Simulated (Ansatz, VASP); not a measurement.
MnS in VASP and in Ansatz

```
Mn S
1.0
     0.00000    2.60450    2.60450
     2.60450    0.00000    2.60450
     2.60450    2.60450    0.00000
Mn S
1 1
Direct
  0.00000 0.00000 0.00000
  0.50000 0.50000 0.50000
```

Alike in both runs: functional r2SCANh; k mesh 5 × 5 × 5; occupations fermi-dirac, width 0.05 eV; collinear spin.

|  | VASP | Ansatz |
| --- | --- | --- |
| version | VASP 6.6.1 | Ansatz 0.2.0 |
| potentials or method | VASP PAW PBE potentials, release 64 (Mn_pv, S) | Ansatz PAW |
| plane-wave cutoff (eV) | 520 | 500 |
| valence electrons in the cell | 19 | 21 |
| task | single point | band structure |

Ansatz gave:

```
gap on the k mesh at the Fermi level (eV)                     : 1.05
least direct gap on the mesh (eV)                             : 3.10
pressure (GPa)                                                : 1.5
net moment per atom (μB)                                      : 2.50
size of the moment on the site where the two differ most (μB) : 4.50
```

Q: What did VASP give for the same quantities?

A: gap on the k mesh at the Fermi level (eV): 1.07; least direct gap on the mesh (eV): 3.10; pressure (GPa): 1.4; net moment per atom (μB): 2.50; size of the moment on the site where the two differ most (μB): 4.55.

Site moments also hang on the region over which each program counts them. The two sets of potentials don't hold the same shells in valence.

Caveats: a cell with one magnetic atom can't hold antiferromagnetic order, which such compounds often take; the PAW data sets were made with another functional, which shifts forces and pressure a little (VASP); an odd mesh through Γ misses points on the zone boundary, where band edges often lie (VASP); the magnetic or orbital state may not be the lowest (Ansatz); the k mesh misses the band edges, so the gap on the mesh is wider than the one along the path (Ansatz); the PAW data sets come from PBE, with cores solved anew for the run's functional, which leaves a small shift of forces and pressure (Ansatz); the thresholds are loose for stress (Ansatz).
